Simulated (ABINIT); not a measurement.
Runs of ABINIT 10.8.3 (patched build) on TiAl. Symmetry: Pm-3m, No. 221, cubic system. The conventional cell has a = 3.179 Å, b = 3.179 Å, c = 3.179 Å, α = 90.00°, β = 90.00°, γ = 90.00°. Ti (site symmetry m-3m) has 8 Al at 2.75 Å as nearest neighbours. Al (site symmetry m-3m) has 8 Ti at 2.75 Å as nearest neighbours. The cell comes from a database or a generator and needn't be the stable form of this composition.

```tsv
task	level	potentials or basis	cell	k mesh	cutoff (eV)	smearing	cell freedom (optcell)	optimiser (ionmov)	cutoff smearing ecutsm (Ha)	force stop (Ha/bohr)	bands in the sums	gap on the mesh (eV)	pressure (GPa)	relaxed volume (Å³/atom)
relaxation of cell and atoms	PBEsol	PseudoDojo NC SR PBEsol v0.4.1 standard	relaxed	6 × 6 × 6	1143	fermi-dirac 0.05 eV	2	2	0.5	2e-05	-	none	0.0	15.69
relaxation of cell and atoms	LDA	PseudoDojo NC SR LDA v0.4.1 standard	relaxed	6 × 6 × 6	1143	fermi-dirac 0.05 eV	2	2	0.5	2e-05	-	none	0.0	15.20
optical spectrum	PBEsol	PseudoDojo NC SR PBEsol v0.4.1 standard	as given	12 × 12 × 12, shifted	1034	fermi-dirac 0.1 eV	-	-	-	-	16	-	-2.4	-
single point	PBEsol	PseudoDojo NC SR PBEsol v0.4.1 standard	as given	6 × 6 × 6	1034	fermi-dirac 0.05 eV	-	-	-	-	-	none	(a)	-
```

Alike in all rows: no spin polarisation.

Question: Fill in the values left out.

Answer: (a) -2.8.

Caveats: the intraband (Drude) term is left out (some runs); spectra need much finer meshes, so this one isn't converged (some runs).

A k mesh can miss the band edges.

A gap of «none» marks a metal or a gap under the smearing width.

Not every run made on this cell is shown here.
